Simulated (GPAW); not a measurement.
# GaAs (F-43m) in GPAW: a series of runs

The runs below take GaAs through band structure, equation of state, with PW91, C09-vdW, revPBE+D3.

All numbers are computed with GPAW 26.7.0; they aren't measurements. Logs are shortened: lines on timing, memory, paths and dates and some standing lists are left out, and cuts for length are marked. The log counts tension as positive stress, the text compression.

**Experimental background.**

From “Evidence of valence band perturbations in GaAsN/GaAs(001): A combined variable-angle spectroscopic ellipsometry and modulated photoreflectance investigation”, 2008, arxiv:0805.2212, for a bulk crystal of GaAs at 300 K: band gap 1.418 ± 0.005 eV (direct).

How close the calculation comes is told below.

### 1 The crystal as given

It takes space group F-43m (No. 216, cubic). The conventional cell has a = 5.654 Å, b = 5.654 Å, c = 5.654 Å, α = 90.00°, β = 90.00°, γ = 90.00°. Around As (site symmetry -43m) lie 4 Ga at 2.45 Å. Ga (site symmetry -43m) has 4 As at 2.45 Å as nearest neighbours.

### 2 Band structure, PW91, spin-orbit coupling, no magnetisation

Input file run.py:

```python
import numpy as np
from ase.dft.bandgap import bandgap
from ase.io import read, write
from ase.units import GPa
from gpaw import GPAW, PW, setup_paths
from gpaw.spinorbit import soc_eigenstates

setup_paths.insert(0, '.')

atoms = read('GaAs.cif')

calc = GPAW(mode=PW(600),
            xc='GGA_X_PW91+GGA_C_PW91',
            kpts={'size': (8, 8, 8), 'gamma': True},
            occupations={'name': 'fermi-dirac', 'width': 0.05},
            nbands=11,
            convergence={'density': 1e-05, 'energy': 1e-05},
            maxiter=150,
            txt='gpaw.txt')
atoms.calc = calc
energy = atoms.get_potential_energy()
forces = atoms.get_forces()
stress = atoms.get_stress()
calc.write('gs.gpw')
write('result.traj', atoms)
print(f'Energy: {energy:.6f} eV')
print('Forces (eV/A):')
print(forces.round(4))
print('Stress (GPa):', (stress / GPa).round(3))
print('Fermi level:', round(calc.get_fermi_level(), 4), 'eV')
print(f'Gap: {bandgap(calc)[0]:.4f} eV, direct: {bandgap(calc, direct=True)[0]:.4f} eV')

path = atoms.cell.bandpath('GXWKGLUWLK,UX', npoints=100, eps=1e-4)
bs_calc = calc.fixed_density(kpts=path, symmetry='off', nbands=21,
                             convergence={'bands': 'CBM+6.0', 'eigenstates': 1e-6}, txt='bands.txt')
bs = bs_calc.band_structure()
bs.write('bs.json')
print(f'Gap on the path: {bandgap(bs_calc)[0]:.4f} eV')

soc = soc_eigenstates(bs_calc, theta=0, phi=0)
np.savetxt('soc_bands.dat', soc.eigenvalues(), fmt='%.4f')
mesh = soc_eigenstates('gs.gpw', theta=0, phi=0)
np.savetxt('soc_mesh.dat', mesh.eigenvalues(), fmt='%.4f')
print('Fermi level with spin-orbit coupling:', round(mesh.fermi_level, 4), 'eV')
```

Input file GaAs.cif:

```cif
data_GaAs
_cell_length_a 3.99776961
_cell_length_b 3.99776961
_cell_length_c 3.99776961
_cell_angle_alpha 60.00000000
_cell_angle_beta 60.00000000
_cell_angle_gamma 60.00000000
_space_group_name_H-M_alt 'P1'
_space_group_name_Hall 'P 1'
_space_group_IT_number 1
loop_
_space_group_symop_operation_xyz
'x,y,z'
loop_
_atom_site_label
_atom_site_type_symbol
_atom_site_symmetry_multiplicity
_atom_site_Wyckoff_symbol
_atom_site_fract_x
_atom_site_fract_y
_atom_site_fract_z
_atom_site_occupancy
As1 As 1 a 0.7500000000 0.7500000000 0.7500000000 1
Ga1 Ga 1 a 0.0000000000 0.0000000000 0.0000000000 1
```

Potentials or basis: PAW data sets generated in the run's folder for this functional, pw.

The run is started by

```sh
gpaw-setup -f GGA_X_PW91+GGA_C_PW91 As Ga
OMP_NUM_THREADS=1 python run.py
```

gpaw.txt:

```text
__  _  _
 | _ |_)|_||  |
 |__||  | ||/\| - 26.7.0

Input parameters:
  mode=PW(ecut=600.0),
  convergence={'density': 1e-05, 'energy': 1e-05},
  kpts=MonkhorstPack(size=(8, 8, 8), gamma=True),
  maxiter=150,
  nbands=11,
  occupations=Occupations(name='fermi-dirac', width=0.05),
  xc=XC(name='GGA_X_PW91+GGA_C_PW91')

Diagonalizing LCAO Hamiltonian
Converting LCAO to pw mode

                         As

       Ga

Atoms  # Å, Bohr magnetons
|   | symbol |        x |        y |        z |    initial magnetic moments |
|---|--------|----------|----------|----------|-----------------------------|
| 0 |     As | 5.996654 | 3.462170 | 2.448124 | ( 0.0000,  0.0000,  0.0000) |
| 1 |     Ga | 0.000000 | 0.000000 | 0.000000 | ( 0.0000,  0.0000,  0.0000) |

Unit cell  # Å
| periodic |        x |        y |        z |  lengths |    angles |
|----------|----------|----------|----------|----------|-----------|
|      yes | 3.997770 | 0.000000 | 0.000000 | 3.997770 | 60.000000 |
|      yes | 1.998885 | 3.462170 | 0.000000 | 3.997770 | 60.000000 |
|      yes | 1.998885 | 1.154057 | 3.264165 | 3.997770 | 60.000000 |

Number of symmetries: 24
Symmetry operations  # r_c * U_cc + t_c -> r_c
|    | kind |            matrix            |
|----|------|------------------------------|
|  0 |  E   |  1, 0, 0,  0, 1, 0,  0, 0, 1 |
|  1 |  σ   |  1, 0, 0,  0, 0, 1,  0, 1, 0 |
|  2 |  σ   |  1, 0,-1,  0, 1,-1,  0, 0,-1 |
|  3 |  C3  |  1, 0,-1,  0, 0,-1,  0, 1,-1 |
|  4 |  C3  |  1,-1, 0,  0,-1, 1,  0,-1, 0 |
|  5 |  σ   |  1,-1, 0,  0,-1, 0,  0,-1, 1 |
|  6 |  σ   |  0, 1, 0,  1, 0, 0,  0, 0, 1 |
|  7 |  C3  |  0, 1, 0,  0, 0, 1,  1, 0, 0 |
|  8 |  C2  |  0, 1,-1,  1, 0,-1,  0, 0,-1 |
|  9 |  S4  |  0, 1,-1,  0, 0,-1,  1, 0,-1 |
| 10 |  C3  |  0, 0, 1,  1, 0, 0,  0, 1, 0 |
| 11 |  σ   |  0, 0, 1,  0, 1, 0,  1, 0, 0 |
| 12 |  S4  |  0, 0,-1,  1, 0,-1,  0, 1,-1 |
| 13 |  C3  |  0, 0,-1,  0, 1,-1,  1, 0,-1 |
| 14 |  S4  |  0,-1, 1,  1,-1, 0,  0,-1, 0 |
| 15 |  C2  |  0,-1, 1,  0,-1, 0,  1,-1, 0 |
| 16 |  C3  |  0,-1, 0,  1,-1, 0,  0,-1, 1 |
| 17 |  S4  |  0,-1, 0,  0,-1, 1,  1,-1, 0 |
| 18 |  S4  | -1, 1, 0, -1, 0, 1, -1, 0, 0 |
| 19 |  C3  | -1, 1, 0, -1, 0, 0, -1, 0, 1 |
| 20 |  C3  | -1, 0, 1, -1, 1, 0, -1, 0, 0 |
| 21 |  S4  | -1, 0, 1, -1, 0, 0, -1, 1, 0 |
| 22 |  σ   | -1, 0, 0, -1, 1, 0, -1, 0, 1 |
| 23 |  C2  | -1, 0, 0, -1, 0, 1, -1, 1, 0 |

BZ-sampling:
  Number of BZ points: 512
  Number of IBZ points: 29

  Monkhorst-Pack size: [8, 8, 8]
  Monkhorst-Pack shift: [0.0625, 0.0625, 0.0625]

K-points  # in reciprocal-cell coordinates
|     |                                coordinates |     weight |
|-----|--------------------------------------------|------------|
|   0 | (  0.00000000,   0.00000000,   0.00000000) | 0.00195312 |
|   1 | (  0.12500000,   0.12500000,   0.00000000) | 0.01171875 |
|   2 | (  0.12500000,   0.12500000,   0.12500000) | 0.01562500 |
|   3 | (  0.25000000,   0.12500000,   0.12500000) | 0.02343750 |
|   4 | (  0.25000000,   0.25000000,   0.00000000) | 0.01171875 |
|   5 | (  0.25000000,   0.25000000,   0.12500000) | 0.04687500 |
|   6 | (  0.25000000,   0.25000000,   0.25000000) | 0.01562500 |
|   7 | (  0.37500000,   0.25000000,  -0.37500000) | 0.04687500 |
|   8 | (  0.37500000,   0.25000000,   0.12500000) | 0.04687500 |
|   9 | (  0.37500000,   0.25000000,   0.25000000) | 0.04687500 |
| ... |                                            |            |
|  28 | (  0.50000000,   0.50000000,   0.50000000) | 0.00781250 |

Plane wave coefficients: 1540
Cutoff: 600.0 eV

Spin-components: 1 (collinear spins)
Bands:           11
Projectors:      10
Spin-degeneracy: 2
Datatype:        complex128

Parallelization:
  kpt:    1
  domain: 1
  band:   1

Density:
  Valence electrons: 8.0
  Components: 1
  Grid points: [24 24 24]
  Charge: 0.0  # |e|

Potential:
  Grid points: [24 24 24]

species:
  As:
    name:    Arsenic
    Z:       33.0
    valence: 5
    core:    28
    charge:  0.0  # [|e|]
    compensation charges:
      type: gauss
      rc: 0.33  # [Å]
      lmax: 2
    cutoffs:
      filter: 1.87  # [Å]
      core: 2.96  # [Å]
    projectors
    | kind |    occ | energy [eV] | rcut [Å] |
    |------|--------|-------------|----------|
    |   4s |  2.000 |     -14.560 |    1.058 |
    |   4p |  3.000 |      -5.243 |    1.058 |
    |    s |        |      12.652 |    1.058 |
    |    p |        |      21.968 |    1.058 |
    |    d |        |       0.000 |    1.058 |

    Using partial waves for As as LCAO basis

  Ga:
    name:    Gallium
    Z:       31.0
    valence: 3
    core:    28
    charge:  0.0  # [|e|]
    compensation charges:
      type: gauss
      rc: 0.37  # [Å]
      lmax: 2
    cutoffs:
      filter: 2.06  # [Å]
      core: 4.17  # [Å]
    projectors
    | kind |    occ | energy [eV] | rcut [Å] |
    |------|--------|-------------|----------|
    |   4s |  2.000 |      -9.019 |    1.164 |
    |   4p |  1.000 |      -2.620 |    1.164 |
    |    s |        |      18.192 |    1.164 |
    |    p |        |      24.592 |    1.164 |
    |    d |        |       0.000 |    1.164 |

    Using partial waves for Ga as LCAO basis

Reference energy: -114413.412727  # eV

eigensolver:
  PPCG
  Converge bands: occupied
  niter=2

density mixing:
  MSR1-Mixer
  Pratt-step length: 0.05
  Maximum mixing coefficient: 0.75
  Old densities: 10
  SVD Regularization: 0.005
  Good broyden scale: 1.0
  Trust region scale: 1.0
  Backstep threshold: 4.0
  History deletion threshold: 6.0
  Fourier metric: weight=20.0, sigma=0.015

occupation numbers:
  Fermi-Dirac:
    width: 0.0500  # eV

poisson solver:
  ecut: 4800.0  # eV

xc functional:
  name: GGA_X_PW91+GGA_C_PW91 with 2 nearest neighbor stencil

convergence criteria:
- Maximum integral of absolute [dens]ity change: 1e-05 electrons / valence electron
- Maximum [total energy] change in last 3 cyles: 1e-05 eV / valence electron
- Maximum integral of absolute [eigenst]ate change: 4e-08 eV^2 / valence electron
maximum number of iterations: 150

SCF iterations
|iter     | |      energy | eigst |  dens |
|---------|-|-------------|-------|-------|
|iter:   1| |   -8.365310 | -0.65 |       |
|iter:   2| |   -8.347294 | -3.02 | -0.90 |
|iter:   3| |   -8.269547 | -2.24 | -0.93 |
|iter:   4| |   -8.270645 | -3.86 | -1.53 |
|iter:   5| |   -8.270786 | -4.79 | -2.06 |
|iter:   6| |   -8.270796 | -6.09 | -2.85 |
|iter:   7| |   -8.270796c| -7.59c| -3.57 |
|iter:   8| |   -8.270796c| -8.64c| -4.08 |
|iter:   9| |   -8.270796c| -9.34c| -5.47c|

Converged in 9 steps
Energy contributions relative to reference atoms: (reference = -114413.412727)

Energy contributions:
  Kinetic:          27.109296
  Coulomb:         -24.053481
  Zero:              0.020129
  External:          0.000000
  Xc:              -11.346729
  Entropy:          -0.000023
  Spinorbit:         0.000000
  ----------------------------
  Free energy:      -8.270808
  Extrapolated:     -8.270796

dipole moment: (-15.542052, -8.973208, -6.345016)  # |e|*Ang

Fermi level: 5.152
Eigenvalues  # (at kpt = [0.000, 0.000, 0.000])
| band index |      eig [eV] | occ [0-2] |
|------------|---------------|-----------|
|          0 |        -7.849 |     2.000 |
|          1 |         4.859 |     1.994 |
|          2 |         4.859 |     1.994 |
|          3 |         4.859 |     1.994 |
|          4 |         5.387 |     0.018 |
|          5 |         8.637 |     0.000 |
|          6 |         8.637 |     0.000 |
|          7 |         8.637 |     0.000 |
|          8 |        12.494 |     0.000 |
|          9 |        14.983 |     0.000 |
|         10 |        14.983 |     0.000 |

Gap: 0.528 eV
Transition (v -> c):
  (s=0, k=0, n=3, [0.00, 0.00, 0.00]) -> (s=0, k=0, n=4, [0.00, 0.00, 0.00])
No difference between direct/indirect transitions

Forces  # eV/Ang
|        x |       y |        z |
|----------|---------|----------|
| -0.00000 | 0.00000 |  0.00000 |  # As   0
|  0.00000 | 0.00000 | -0.00000 |  # Ga   1

Stress tensor  # eV/Ang^3
|         x |         y |         z |
|-----------|-----------|-----------|
| -0.025363 |  0.000000 |  0.000000 |
|  0.000000 | -0.025363 |  0.000000 |
|  0.000000 |  0.000000 | -0.025363 |

# Writing to gs.gpw (mode='')
```

It took 28 s on 1 thread of Arm Neoverse V2, shared host; peak memory 0.27 GiB.

Results:

| Quantity | Value |
| --- | --- |
| Free energy | -8.2708 eV |
| Pressure | 4.1 GPa |
| Band gap on the k mesh | 0.41 eV, direct |
| Band gap along the path | 0.41 eV, direct |

Levels at the corners of the path, in eV from the valence-band top:
| point | band 6 | band 7 | band 8 | band 9 | band 10 | band 11 |
| --- | --- | --- | --- | --- | --- | --- |
| Γ | 0.00 | 0.00 | 0.00 | 0.41 | 0.41 | 3.53 |
| X | -2.82 | -2.73 | -2.73 | 1.36 | 1.36 | 1.56 |
| W | -3.59 | -3.45 | -3.41 | 4.41 | 4.62 | 4.63 |
| K | -3.94 | -2.36 | -2.36 | 1.86 | 1.86 | 4.52 |
| Γ | 0.00 | 0.00 | 0.00 | 0.41 | 0.41 | 3.53 |
| L | -1.36 | -1.14 | -1.14 | 0.90 | 0.90 | 4.52 |
| U | -3.94 | -2.36 | -2.36 | 1.86 | 1.86 | 4.52 |
| W | -3.59 | -3.45 | -3.41 | 4.41 | 4.62 | 4.63 |
| L | -1.36 | -1.14 | -1.14 | 0.90 | 0.90 | 4.52 |
| K | -3.94 | -2.36 | -2.36 | 1.86 | 1.86 | 4.52 |
| U | -3.94 | -2.36 | -2.36 | 1.86 | 1.86 | 4.52 |
| X | -2.82 | -2.73 | -2.73 | 1.36 | 1.36 | 1.56 |

Caveat: spin-orbit coupling was added after a scalar SCF, so levels and gaps hold it while energy, forces, pressure and moments don't; this program's spin-orbit splittings come out too wide for heavy elements.

### 3 Band structure, C09-vdW, spin-orbit coupling, no magnetisation

Changes to run.py since step 2:

```diff
@@ -1,14 +1,18 @@
 import numpy as np
+from ase import Atoms
 from ase.dft.bandgap import bandgap
-from ase.io import read, write
-from ase.units import GPa
-from gpaw import GPAW, PW, setup_paths
+from ase.io import write
+from gpaw import GPAW, PW
 from gpaw.spinorbit import soc_eigenstates
 
-setup_paths.insert(0, '.')
-
-atoms = read('GaAs.cif')
+atoms = Atoms(['As', 'Ga'],
+              cell=[[0.0, 2.82685, 2.82685],
+                    [2.82685, 0.0, 2.82685],
+                    [2.82685, 2.82685, 0.0]],
+              scaled_positions=[[0.75, 0.75, 0.75],
+                                [0.0, 0.0, 0.0]],
+              pbc=True)
 
 calc = GPAW(mode=PW(600),
-            xc='GGA_X_PW91+GGA_C_PW91',
+            xc={'name': 'C09-vdW', 'backend': 'libvdwxc'},
             kpts={'size': (8, 8, 8), 'gamma': True},
@@ -22,3 +26,2 @@
 forces = atoms.get_forces()
-stress = atoms.get_stress()
 calc.write('gs.gpw')
@@ -28,3 +31,2 @@
 print(forces.round(4))
-print('Stress (GPa):', (stress / GPa).round(3))
 print('Fermi level:', round(calc.get_fermi_level(), 4), 'eV')
@@ -32,3 +34,3 @@
 
-path = atoms.cell.bandpath('GXWKGLUWLK,UX', npoints=100, eps=1e-4)
+path = atoms.cell.bandpath('GXWKGLUWLK,UX', npoints=60, eps=1e-4)
 bs_calc = calc.fixed_density(kpts=path, symmetry='off', nbands=21,
```

Potentials or basis: GPAW PAW data sets (gpaw-data 1.2.1), pw.

The run is started by

```sh
OMP_NUM_THREADS=1 python run.py
```

Run time: 20 s. Hardware: 1 thread of Arm Neoverse V2, shared host; peak memory 0.26 GiB.

It converged, with:

```yaml
Free_energy: 46.4956 eV
Band_gap_on_the_k_mesh: 0.44 eV, direct
Band_gap_along_the_path: 0.44 eV, direct
```

Levels at the corners of the path, in eV from the valence-band top:
```csv
point,band 6,band 7,band 8,band 9,band 10,band 11
Γ,0.00,0.00,0.00,0.44,0.44,3.49
X,-2.84,-2.75,-2.75,1.26,1.26,1.50
W,-3.63,-3.49,-3.45,4.39,4.54,4.59
K,-3.98,-2.38,-2.37,1.79,1.79,4.46
Γ,0.00,0.00,0.00,0.44,0.44,3.49
L,-1.36,-1.15,-1.15,0.88,0.88,4.46
U,-3.98,-2.38,-2.37,1.79,1.79,4.46
W,-3.63,-3.49,-3.45,4.39,4.54,4.59
L,-1.36,-1.15,-1.15,0.88,0.88,4.46
K,-3.98,-2.38,-2.37,1.79,1.79,4.46
U,-3.98,-2.38,-2.37,1.79,1.79,4.46
X,-2.84,-2.75,-2.75,1.26,1.26,1.50
```

Caveat: spin-orbit coupling was added after a scalar SCF, so levels and gaps hold it while energy, forces, pressure and moments don't; this program's spin-orbit splittings come out too wide for heavy elements; the PAW data sets were made with another functional, which shifts forces and pressure a little.

### 4 Equation of state, revPBE+D3

Input file run.py:

```python
from ase.calculators.mixing import SumCalculator
from ase.eos import EquationOfState
from ase.io import Trajectory, read
from ase.units import GPa
from dftd3.ase import DFTD3
from gpaw import GPAW, PW

atoms = read('POSCAR')

traj = Trajectory('eos.traj', 'w')
volumes, energies = [], []
for x in [0.94, 0.96, 0.98, 1.0, 1.02, 1.04, 1.06]:
    a = atoms.copy()
    a.set_cell(atoms.cell * x**(1 / 3), scale_atoms=True)
    calc = GPAW(mode=PW(600),
                xc='revPBE',
                kpts={'size': (8, 8, 8), 'gamma': True},
                occupations={'name': 'fermi-dirac', 'width': 0.05},
                nbands=11,
                convergence={'density': 1e-05, 'energy': 1e-05},
                maxiter=150,
                txt=f'eos-{x:.2f}.txt')
    a.calc = SumCalculator([calc, DFTD3(method='revpbe', damping='d3zero')])
    energies.append(a.get_potential_energy())
    volumes.append(a.get_volume())
    p = -a.get_stress()[:3].mean() / GPa
    calc.write(f'eos-{x:.2f}.gpw')
    traj.write(a)
    print(f'{x:.2f} {volumes[-1]:10.4f} A^3 {energies[-1]:14.6f} eV {p:9.3f} GPa', flush=True)

v0, e0, B = EquationOfState(volumes, energies, eos='birchmurnaghan').fit()
print(f'V0 = {v0:.4f} A^3, E0 = {e0:.6f} eV, B0 = {B / GPa:.2f} GPa')
```

Input file POSCAR:

```
GaAs
1.0
    0.0000000000      2.8268500000      2.8268500000
    2.8268500000      0.0000000000      2.8268500000
    2.8268500000      2.8268500000      0.0000000000
As Ga
1 1
Direct
    0.7500000000      0.7500000000      0.7500000000
    0.0000000000      0.0000000000      0.0000000000
```

Potentials or basis: the program's PAW data sets (release 1.2.1) made for this functional, pw.

The run is started by

```sh
OMP_NUM_THREADS=1 python run.py
```

It took 54 s on 1 thread of Arm Neoverse V2, shared host; peak memory 0.2 GiB.

The run converged. Its results:

* Equilibrium volume: 23.47 Å³/atom
* Bulk modulus: 68 GPa
* Pressure derivative of the bulk modulus: 4.5

Energy against volume, from the lowest point:
```
volume (Å³/atom)  energy (meV/atom)
          21.234              54.60
          21.686              33.42
          22.138              17.92
          22.590               7.52
          23.041               1.71
          23.493               0.00
          23.945               1.99
```

Zero-point motion and thermal expansion aren't in these numbers.

### 5 Overview

```tsv
task	level	potentials or basis	spin	band path	band points	spin axis theta (degrees)	spin axis phi (degrees)	soc after scf	gap on the mesh (eV)
band structure	PW91	PAW data sets generated in the run's folder for this functional, pw	SOC, no magnetisation	GXWKGLUWLK,UX	100	0	0	second variation	0.41
band structure	C09-vdW	GPAW PAW data sets (gpaw-data 1.2.1), pw	SOC, no magnetisation	GXWKGLUWLK,UX	60	0	0	second variation	0.44
equation of state	revPBE+D3	the program's PAW data sets (release 1.2.1) made for this functional, pw	off	-	-	-	-	-	-
```

Alike in all rows: cell as given; k mesh 8 × 8 × 8; cutoff (eV) 600; smearing fermi-dirac 0.05 eV.

Caveats: spin-orbit coupling was added after a scalar SCF, so levels and gaps hold it while energy, forces, pressure and moments don't (some runs); this program's spin-orbit splittings come out too wide for heavy elements (some runs); the PAW data sets were made with another functional, which shifts forces and pressure a little (some runs).

Absolute energies hang on the potentials; compare differences alone.

### 6 How close it comes

Step 2. A measured gap of GaAs is 1.418 eV (direct; 300 K; “Evidence of valence band perturbations in GaAsN/GaAs(001): A combined variable-angle spectroscopic ellipsometry and modulated photoreflectance investigation”, 2008, arxiv:0805.2212); the calculated 0.41 eV misses it by -1.01 eV. So large a miss can be the level of theory's own, or it may mean another phase, state or a wrong row. 3 values of this kind are on record (1.412 to 1.51 eV); this one was drawn at random among those near their median, those with a stated uncertainty first. The value is that of PW91, without temperature or zero-point motion. Semilocal functionals fall short of measured gaps as a rule.

Step 3. A measured gap of GaAs is 1.418 eV (direct; 300 K; “Evidence of valence band perturbations in GaAsN/GaAs(001): A combined variable-angle spectroscopic ellipsometry and modulated photoreflectance investigation”, 2008, arxiv:0805.2212); the calculated 0.44 eV misses it by -0.98 eV. 3 values of this kind are on record (1.412 to 1.51 eV); this one was drawn at random among those near their median, those with a stated uncertainty first. The value is that of C09-vdW, without temperature or zero-point motion.
